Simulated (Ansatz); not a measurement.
```cif
data_structure
_symmetry_space_group_name_H-M 'P 1'
_symmetry_Int_Tables_number 1
_cell_length_a 4.0396
_cell_length_b 4.0396
_cell_length_c 4.0396
_cell_angle_alpha 60.000
_cell_angle_beta 60.000
_cell_angle_gamma 60.000
_cell_volume 46.61
loop_
_atom_site_label
_atom_site_type_symbol
_atom_site_fract_x
_atom_site_fract_y
_atom_site_fract_z
_atom_site_occupancy
Ca1 Ca 0.00000 0.00000 0.00000 1
Se1 Se 0.50000 0.50000 0.50000 1
```

* orbitals: PBE
* datasets: hard PAW set made for 700 eV
* k mesh: 4×4×4
* empty bands: 300
* response cutoff: 200 eV
* wave cutoff: 700 eV
* frequencies: plasmon pole, fitted at the program's default frequency
* q → 0 term: analytic weight of Carrier, Rohra and Görling
* band sums: cut at the band count
* spin-orbit coupling: off

Program: Ansatz. The Kohn-Sham gap (from Γ to k = (0, -0.5, -0.5)) is 1.73 eV.

(1) What G0W0 gap follows between the same band edges?

Results:

(1) 3.23 eV, a change of +1.50 eV. The valence edge moves by -1.00 eV (Z = 0.80) and the conduction edge by +0.50 eV (Z = 0.82).

The cell is a model at fixed atoms and needn't be the relaxed known crystal. Points k are given in fractions of the reciprocal vectors. The mesh is coarse, so these are values at the stated settings, not converged ones. Band sums or response are cut, so the gap isn't at its basis limit. The gap is read on the mesh, and the crystal's band edges can lie off it.
